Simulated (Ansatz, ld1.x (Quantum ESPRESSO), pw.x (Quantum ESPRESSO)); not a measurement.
titanium: one change to the RRKJ potential, in the atom and in the fcc crystal

ld1.x (Quantum ESPRESSO) 7.5 input, shortened:

```
&input
   title='Ti', zed=22., rel=1, dft='PBE', iswitch=3,
   config='[Ar] 3d2.5 4s1.5 4p0 4f-2'
 /
 &inputp
   pseudotype=2, tm=.false., rho0=0.02, lloc=1,
   nlcc=.true., rcore=1.40
 /
4
4S  1  0   1.50   0.00  2.80  2.80  0.0
3D  3  2   2.50   0.00  2.35  2.35  0.0
4F  4  3  -2.00   0.10  2.90  2.90  0.0
4P  2  1   0.00   0.00  3.15  3.15  0.0
 &test
   configts(1)='3d2.5 4s1.5 4p0'
 /
```

Change: all radii but the core radius scaled by about 1.36 (s 3.82, p 4.30, d 3.20, f 3.96 bohr).

Cutoffs, loose and tight: the cutoffs (Ry, on a coarse ladder) from which the occupation-weighted sum of valence levels, in a spherical-Bessel basis at the reference potential, stays within 10 and 1 mRy of its value at 400 Ry. They do not see the model core or the augmentation charge, which bear on the density cutoff. Test errors are all-electron minus pseudo excitation energies from the reference, over the configurations 3d2 4s2 4p0; 3d2 4s1 4p0; 3d2 4s0 4p0; 3d1 4s2 4p1; 3d3 4s0 4p0; 3d1 4s0 4p0; 3d2 4s1.5 4p0; variants that change the core or the reference have their own tests.

Crystal test: fcc Ti in pw.x 7.5, no spin, 14³ k-points, Fermi–Dirac smearing 0.01 Ry, cutoffs set for each file from its atomic test. The reference is all-electron LAPW (Ansatz 0.2.0) with the same functional, mesh and smearing; V0 and B0 come from Birch–Murnaghan fits to the pressures at five volumes. Errors are pseudo minus all-electron; Δ is the rms difference of the E(V) curves that follow from these fits, minima aligned, over ±6 % about the mean V0. Mesh and smearing are coarse, so the numbers serve the comparison and aren't converged zero-temperature values; the lattice is a test structure that the element need not adopt.

All-electron: a0 = 4.119 Å (V0 = 17.47 Å³/atom), B0 = 106.1 GPa.

Task: Does the change bring the crystal closer to the all-electron result?

Result: The mean pressure error goes from +9.33 to +26.49 GPa, so the change moves the solid further from the all-electron pressures. Neither pressure curve crosses zero within the volumes sampled, so no fits are given.

```csv
quantity,base,changed
outcome (atom),generated,generated
"cutoff, loose (atom)",30 Ry,18 Ry
"cutoff, tight (atom)",35 Ry,18 Ry
bound ghosts (atom),none,s
largest test error (meV) (atom),+267 over the solved tests; 1 of 7 tests not solved or not reliable,+1273 over the solved tests; 1 of 7 tests not solved or not reliable
cutoffs in pw.x (Ry),50/200,50/200
mean pressure error (GPa),+9.33,+26.49
```

Base: The largest radius (3.15 bohr) exceeds half the bond length (2.75 bohr), so the spheres overlap, which is one possible source of error among others. This is a poor potential for the solid. Atomic configuration tests: 1 of 7 tests not solved or not reliable. The logarithmic derivative shows an extra or strongly shifted pseudo pole above the reference energy (s near 1.38 Ry). Changed file: The largest radius (4.30 bohr) exceeds half the bond length (2.75 bohr), so the spheres overlap, which is one possible source of error among others. This is a poor potential for the solid. Note: ghost state, extra bound levels that the all-electron valence spectrum of the same l lacks: s at -18.7 eV. A true bound ghost makes a file unfit for plane-wave use. Atomic configuration tests: 1 of 7 tests not solved or not reliable. The atomic cutoffs weigh occupied waves only.
